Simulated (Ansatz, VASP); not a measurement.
## One calculation of SiC, two programs

```xyz
2
Lattice="0.0000 2.1110 2.1110 2.1110 0.0000 2.1110 2.1110 2.1110 0.0000" Properties=species:S:1:pos:R:3 pbc="T T T"
Si    0.0000    0.0000    0.0000
C     3.1665    3.1665    3.1665
```

Alike in both runs: task single point; functional PBEsol; k mesh 12 × 12 × 12; occupations gaussian, width 0.05 eV; no spin polarisation.

|  | VASP | Ansatz |
| --- | --- | --- |
| version | VASP 6.6.1 | Ansatz 0.2.0 |
| potentials or method | VASP PAW PBE potentials, release 64 (Si, C) | scalar-relativistic, plane waves, PAW |
| plane-wave cutoff (eV) | 520 | 520 |
| valence electrons in the cell | 8 | 8 |

```csv
,VASP,Ansatz,Ansatz less VASP
gap on the k mesh at the Fermi level (eV),1.14,1.15,+0.012
least direct gap on the mesh (eV),4.53,4.55,+0.018
pressure (GPa),25.5,25.1,-0.39
```

Ansatz warned: «pseudo_functional_mismatch».

Caveats: so large a pressure means that the cell lies far from this level's equilibrium, or that cutoff or potentials fall short (VASP); the potentials were made for another functional, which shifts forces and pressure (VASP). A k mesh can miss the band edges.
